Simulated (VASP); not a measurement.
A run of VASP 6.6.1:

File INCAR:

```
SYSTEM = PtSe2
PREC     = Accurate       ! precision mode
ENCUT    = 520            ! plane-wave cutoff, eV
EDIFF    = 1E-6           ! SCF threshold, eV
ISMEAR   = 0              ! smearing method
SIGMA    = 0.05           ! smearing width, eV
LREAL    = .False.        ! projectors in reciprocal space
LASPH    = .True.         ! aspherical terms in the spheres
NELM     = 150            ! most SCF steps
ALGO     = Normal         ! electronic algorithm
ISIF     = 2              ! what is computed and relaxed
LWAVE    = .False.        ! write WAVECAR
LCHARG   = .False.        ! write CHGCAR
ISPIN    = 2              ! spin polarisation
MAGMOM   = 0 0 0          ! initial moments
LORBIT   = 11             ! projections on sites
LMAXMIX  = 4              ! l up to which the mixer works
LDAU     = .True.         ! DFT+U
LDAUTYPE = 2            
LDAUL    = 2 -1           ! shell
LDAUU    = 8 0            ! U, eV
LDAUJ    = 0 0          
LDAUPRINT= 1            
GGA      = PE             ! functional
NBANDS   = 22             ! bands
```

The input KPOINTS:

```
regular mesh
0
Gamma
  6 6 4
  0 0 0
```

The input POSCAR:

```
PtSe2
1.0
    3.7240002900      0.0000000000      0.0000000000
   -1.8620001500      3.2250788600      0.0000000000
    0.0000000000      0.0000000000      5.0619995800
Pt Se
1 2
Direct
    0.0000000000      0.0000000000      0.0000000000
    0.3333333333      0.6666666667      0.2500000000
    0.6666666667      0.3333333333      0.7500000000
```

Potentials or basis: VASP PAW PBE potentials, release 64 (Pt, Se).

Launch:

```console
$ cat potpaw_PBE.64/Pt/POTCAR potpaw_PBE.64/Se/POTCAR > POTCAR
$ mpirun -np 1 vasp_std > vasp.out
```

Hardware: 1 thread of AMD EPYC 7R13 Processor (Zen 3), on a shared host.

Question: Estimate the wall time of this run.

Answer: It took 64 s on 1 thread of AMD EPYC 7R13 Processor (Zen 3), on a shared host, peak memory 0.19 GiB. Counts: scf iterations 16, k points 24.
